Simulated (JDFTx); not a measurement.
Crystal: SrO.

```xyz
2
Lattice="0.0000 2.5663 2.5663 2.5663 0.0000 2.5663 2.5663 2.5663 0.0000" Properties=species:S:1:pos:R:3 pbc="T T T"
Sr    2.5663    2.5663    2.5663
O     0.0000    0.0000    0.0000
```

Base run:

```yaml
Program: JDFTx 1.7.0 (patched build)
Functional: PBE
Potentials_or_basis: PseudoDojo-SR-PBE-0.5-standard
Cutoff: 1143 eV
Density_cutoff: 4572 eV
k_mesh: 9 × 9 × 9
Occupations: fermi-dirac, width 0.05 eV
Spin: no spin polarisation
```

Its results: band gap on the k mesh 3.38 eV, indirect (least direct gap 3.46 eV); pressure 3.1 GPa.

Task: The run is repeated on the same cell with these changes: functional from PBE to PBEsol; potentials or basis from PseudoDojo-SR-PBE-0.5-standard to PseudoDojo-SR-PBEsol-0.4.1-standard with smoothed tails; density cutoff from 4572 eV to 9143 eV. What comes out?

Result: Band gap on the k mesh 3.27 eV, indirect (least direct gap 3.35 eV); pressure -0.8 GPa.

Caveats: an odd mesh through Γ misses points on the zone boundary, where band edges often lie.

Not every run made on this cell is shown here.
